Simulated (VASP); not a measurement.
# TiO₂: convergence, self-consistent run

TiO₂, I4_1/amd (no. 141), 6 atoms in the cell. LDA; PAW potentials Ti_sv, O (LDA set). VASP 6.6.1.

Wanted: energy within 0.2 meV/atom; levels at the zone centre within 0.003 eV.

What the run is for: comparing ways to start; Accuracy asked: tight.

Levels at the zone centre: counted from the valence top at that point.

POSCAR:
```
TiO2
1.0
   -1.8921000000      1.8921000000      4.7573000000
    1.8921000000     -1.8921000000      4.7573000000
    1.8921000000      1.8921000000     -4.7573000000
Ti O
2 4
Direct
    0.7500000000      0.2500000000      0.5000000000
    0.0000000000      0.0000000000      0.0000000000
    0.7919000000      0.7919000000      0.0000000000
    0.5419000000      0.0419000000      0.5000000000
    0.9581000000      0.4581000000      0.5000000000
    0.2081000000      0.2081000000      0.0000000000
```

## How the run starts (with a second run first, the time holds both)

| How the run starts (with a second run first, the time holds both) | Energy less reference (meV/atom) | Levels at the zone centre, largest deviation (eV) | Time (s) |
|---|---|---|---|
| from scratch: 15 SCF iterations | 0.00 | 0.0000 | 129 |
| density of a coarse mesh (ICHARG 1): 15 + 10 SCF iterations | 0.00 | 0.0007 | 115 |
| orbitals of a lower cutoff (ISTART 1): 15 + 7 SCF iterations | 0.00 | 0.0003 | 124 |
| orbitals of a loose run: 12 + 5 SCF iterations | 0.00 | 0.0003 | 90 |

## Question

For each series: keep the first row unless others stay within half of the tolerance and take at least 30 % less time, and then take the fastest.

## Answer

- How the run starts (with a second run first, the time holds both): orbitals of a loose run: 12 + 5 SCF iterations

## All choices together

| Input | Energy less reference (meV/atom) | Levels at the zone centre, largest deviation (eV) | Time (s) |
|---|---|---|---|
| chosen settings | 0.00 | 0.0003 | 90 |
| reference settings throughout | 0.00 | 0.0000 | 129 |

The tolerance is met.

Values of the reference run: Levels at the zone centre: 0, 0, 2.476 eV from the valence top at Gamma.

## The input

INCAR.step1:
```
GGA = CA
ISMEAR = 0
SIGMA = 0.03
LWAVE = T
LCHARG = T
ISIF = 2
PREC = Normal
LASPH = T
LREAL = F
ALGO = Normal
EDIFF = 0.001
NELM = 120
GGA_COMPAT = F
ENCUT = 520
EFERMI = MIDGAP
```

INCAR.step2:
```
GGA = CA
ISMEAR = 0
SIGMA = 0.03
LWAVE = F
LCHARG = F
ISIF = 2
PREC = Accurate
LASPH = T
LREAL = F
ALGO = Normal
EDIFF = 1E-6
NELM = 120
GGA_COMPAT = F
ENCUT = 520
EFERMI = MIDGAP
ISTART = 1
```

KPOINTS:
```
k-points
0
Gamma
  9 9 9
```

Commands (each step's output is kept before the next begins):
```
cat potpaw_LDA.64/Ti_sv/POTCAR potpaw_LDA.64/O/POTCAR > POTCAR
cp INCAR.step1 INCAR
mpirun -np 1 vasp_std > vasp.out
cp INCAR.step2 INCAR
mpirun -np 1 vasp_std > vasp.out
```

The chosen input took VASP 6.6.1 90 s on 1 core (Intel Xeon 6975P-C (Granite Rapids)), a shared host.

## An input that fails: restart asked without its files

VASP's message: ERROR: charge density could not be read from file CHGCAR for ICHARG>10.

Changes against the starting input:
```
- NELM = 120
+ NELM = 60
+ ICHARG = 11
```
